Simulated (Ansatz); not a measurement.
The system is TiTe.

```
CELL_PARAMETERS angstrom
3.63109 0.00000 0.00000
0.00000 3.63109 0.00000
0.00000 0.00000 3.63109
ATOMIC_POSITIONS crystal
Ti 0.00000 0.00000 0.00000
Te 0.50000 0.50000 0.50000
```

The cell comes from a database or a generator and needn't be the stable form of this composition.

Base run:

| Item | Value |
| --- | --- |
| Program | Ansatz 0.2.0 |
| Functional | LDA |
| Potentials or basis | Ansatz PAW |
| Cutoff | 420 eV (not typed: the program's choice for these potentials) |
| k mesh | 7 × 7 × 7 |
| Occupations | fermi-dirac, width 0.05 eV |
| Spin | no spin polarisation |
| Hubbard terms | Ti d U = 8 eV |

Its results: band gap on the k mesh none (metal or under the smearing width); pressure -5.1 GPa.

Task: After a change of settings the same cell gave: band gap on the k mesh none (metal or under the smearing width); pressure -15.3 GPa. Which change was it?
A. hubbard terms from Ti d U = 8 eV to Ti d U = 1 eV
B. hubbard terms from Ti d U = 8 eV to none; hubbard projectors from ortho-atomic (the default) to none
C. functional from LDA to PBEsol; hubbard terms from Ti d U = 8 eV to none; hubbard projectors from ortho-atomic (the default) to none
D. hubbard terms from Ti d U = 8 eV to Ti d U = 5 eV

Result: A.

Caveats: spin-orbit coupling is left out, which moves the levels of the heavy elements; U without spin polarisation on a metal has little footing; the PAW data sets come from PBE, with cores solved anew for the run's functional, which leaves a small shift of forces and pressure; the U is typed as a test and isn't derived for this compound.
